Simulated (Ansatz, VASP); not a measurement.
## ZrC in VASP and in Ansatz

Contents of INCAR:

```
ALGO     = Fast           # electronic algorithm
EDIFF    = 1E-6           # SCF threshold, eV
ENCUT    = 520            # plane-wave cutoff, eV
ISIF     = 2              # what is computed and relaxed
ISMEAR   = -1             # smearing method
LASPH    = T              # aspherical terms in the spheres
LCHARG   = F              # write CHGCAR
LDAU     = T              # DFT+U
LDAUJ    = 0 0          
LDAUL    = 2 -1           # shell
LDAUPRINT= 1            
LDAUTYPE = 2            
LDAUU    = 1 0            # U, eV
LMAXMIX  = 4              # l up to which the mixer works
LREAL    = F              # projectors in reciprocal space
LWAVE    = F              # write WAVECAR
NBANDS   = 15             # bands
NELM     = 150            # most SCF steps
PREC     = Accurate       # precision mode
SIGMA    = 0.05           # smearing width, eV
```

KPOINTS

```
k-points
0
Gamma
  10 10 10
```

POSCAR

```
ZrC
1.0
    0.0000000000      2.3650000000      2.3650000000
    2.3650000000      0.0000000000      2.3650000000
    2.3650000000      2.3650000000      0.0000000000
Zr C
1 1
Direct
    0.5000000000      0.5000000000      0.5000000000
    0.0000000000      0.0000000000      0.0000000000
```

input.yaml

```yaml
crystal:
  lattice:
    - [0.0, 2.365, 2.365]
    - [2.365, 0.0, 2.365]
    - [2.365, 2.365, 0.0]
  atoms:
    - { symbol: Zr, position: [0.5, 0.5, 0.5] }
    - { symbol: C, position: [0.0, 0.0, 0.0] }
kpoints:
  mp_grid: { grid: [10, 10, 10] }
scf:
  occupations: { method: fermi_dirac, width: 0.05 }
hamiltonian:
  xc: lda
  pseudopotentials:
    kind: all_electron
    lapw: { basis_error: 0.002 }
    nuclear_model: point
  hubbard:
    sites: [{ species: Zr, l: d, u_eff: 1 }]
    double_counting: fll
    projectors: atomic
output:
  forces: true
  stress: true
  eigenvalues: true
  dos: { projected: false, de: 0.1, e_range: [-10, 8] }
  hubbard: {}
basis:
  xc_grid: 4
```

Alike in both runs: functional LDA; k mesh 10 × 10 × 10; occupations fermi-dirac, width 0.05 eV; no spin polarisation; Hubbard terms Zr d U = 1.0 eV.

```csv
,VASP,Ansatz
version,VASP 6.6.1,Ansatz 0.2.0
potentials or method,"VASP PAW LDA potentials, release 64 (Zr_sv, C)","all-electron LAPW, point nuclei"
plane-wave cutoff (eV),520,see its input
task,single point,density of states
```

```csv
,VASP,Ansatz,Ansatz less VASP
gap on the k mesh at the Fermi level (eV),none,none,-
pressure (GPa),-9.3,-12.6,-3.34
```

The programs project onto different local orbitals, so the same U acts differently. A gap of «none» marks a metal or a gap that the smearing closes. Ansatz ran all-electron here, so the differences hold the error of VASP's frozen core and of both bases.

Caveats: U without spin polarisation on a metal has little footing; the U is typed as a test and isn't derived for this compound; U is the effective U less J, on atomic orbitals that reach past the spheres (Ansatz); the density of states is complete only up to the lowest level of the last band computed (Ansatz).
